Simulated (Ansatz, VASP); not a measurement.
# Two plane-wave programs on S

Contents of INCAR:

```
SYSTEM = S
PREC = Accurate
ENCUT = 520
EDIFF = 1E-6
ISMEAR = 0
SIGMA = 0.02
LREAL = .False.
LASPH = .True.
NELM = 80
ALGO = Normal
ISIF = 2
LWAVE = .False.
LCHARG = .True.
GGA = PS
LELF = .True.
LVHAR = .True.
NBANDS = 16
```

KPOINTS

```
Automatic mesh
0
Gamma
  6 6 6
  0 0 0
```

Contents of POSCAR:

```
S
1.0
    4.4189943551      0.0000000001      0.0000000000
   -2.2094971776      3.8269613707      0.0000000000
    0.0000000000      0.0000000000      4.3980109647
S
3
Direct
    0.1917627227      0.0000000000      0.3333333333
    0.0000000000      0.1917627227      0.6666666667
    0.8082372773      0.8082372773      0.0000000000
```

Input for Ansatz:

```yaml
crystal:
  lattice:
    - [4.4189943551, 1.0e-10, 0.0]
    - [-2.2094971776, 3.8269613707, 0.0]
    - [0.0, 0.0, 4.3980109647]
  atoms:
    - { symbol: S, position: [0.1917627227, 0.0, 0.3333333333] }
    - { symbol: S, position: [0.0, 0.1917627227, 0.6666666667] }
    - { symbol: S, position: [0.8082372773, 0.8082372773, 0.0] }
basis:
  ecutwfc: 420
kpoints:
  mp_grid: { grid: [6, 6, 6] }
  band_path: { path: [VBM, CBM], npoints: 2 }
hamiltonian:
  xc: pbesol
scf:
  occupations: { method: gaussian, width: 0.02 }
output:
  forces: true
  stress: true
  eigenvalues: true
checkpoint:
  read: start.run
  write: ck
  compress: false
  write_wavefunctions: false
  write_every: 100000
```

Alike in both runs: task single point; functional PBEsol; k mesh 6 × 6 × 6; occupations gaussian, width 0.02 eV; no spin polarisation.

|  | VASP | Ansatz |
| --- | --- | --- |
| version | VASP 6.6.1 | Ansatz 0.2.0 |
| potentials or method | VASP PAW PBE potentials, release 64 (S) | scalar-relativistic, plane waves, PAW |
| plane-wave cutoff (eV) | 520 | 420 |
| valence electrons in the cell | 18 | 18 |

|  | VASP | Ansatz | Ansatz less VASP |
| --- | --- | --- | --- |
| gap on the k mesh at the Fermi level (eV) | 1.93 | 1.87 | -0.059 |
| least direct gap on the mesh (eV) | 2.25 | 2.19 | -0.068 |
| pressure (GPa) | -0.4 | 0.0 | +0.36 |
| largest component of the traceless stress (GPa) | 0.20 | 0.00 | -0.195 |
| rms of the force components (eV/Å) | 0.054 | 0.003 | -0.0516 |

Atom by atom the forces differ by 0.052 eV/Å (rms over components).

Caveats: the PAW data sets were made with another functional, which shifts forces and pressure a little (VASP). A k mesh can miss the band edges.
